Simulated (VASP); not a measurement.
InP: relaxation of cell and atoms with PBE

The system is InP.

```xyz
2
Lattice="0.0000 2.9811 2.9811 2.9811 0.0000 2.9811 2.9811 2.9811 0.0000" Properties=species:S:1:pos:R:3 pbc="T T T"
In    0.0000    0.0000    0.0000
P     1.4905    1.4905    1.4905
```

```yaml
Program: VASP 6.6.1
Task: relaxation of cell and atoms
Functional: PBE
Potentials_or_basis: VASP PAW PBE potentials, release 64 (In_d, P)
Cutoff: 520 eV
k_mesh: 4 × 4 × 4
Occupations: gaussian, width 0.02 eV
Spin: no spin polarisation
Further_INCAR_settings: ALGO = Fast; EDIFF = 1e-07; IBRION = 2; EDIFFG = -0.002; NSW = 80; ISIF = 3
```

```json
{
 "Pressure after relaxing": "0.0 GPa",
 "Band gap on the k mesh": "0.42 eV, direct"
}
```

Final structure:
```yaml
crystal:
  lattice:
    - [0.00000, 2.98109, 2.98109]
    - [2.98109, 0.00000, 2.98109]
    - [2.98109, 2.98109, 0.00000]
  atoms:
    - { symbol: In, position: [0.00000, 0.00000, 0.00000] }
    - { symbol: P, position: [0.25000, 0.25000, 0.25000] }
```

Levels at points of the mesh, in eV from the valence-band top:
```csv
k point,band 5,band 6,band 7,band 8,band 9,band 10,band 11,band 12,band 13
"(0.00, 0.00, 0.00)",-14.02,-11.18,0.00,0.00,0.00,0.42,4.06,4.06,4.06
"(0.50, 0.00, 0.00)",-14.01,-9.62,-5.49,-0.90,-0.90,1.35,4.77,4.77,6.98
"(0.50, 0.50, 0.00)",-13.99,-9.02,-5.56,-2.16,-2.16,1.82,2.24,8.92,9.23
```

Run time: 6.7 s on 1 thread of Intel(R) Xeon(R) Platinum 8488C (Sapphire Rapids), with other jobs on the host, peak memory 0.17 GiB.

Caveat: the k mesh is coarse (spacing up to 0.46 Å⁻¹), so the values aren't converged; the relaxation stopped at its first step, so nothing moved; spin-orbit coupling is left out, which moves the levels of the heavy elements. A hybrid or GW would open this gap; PBE tends to underestimate it.
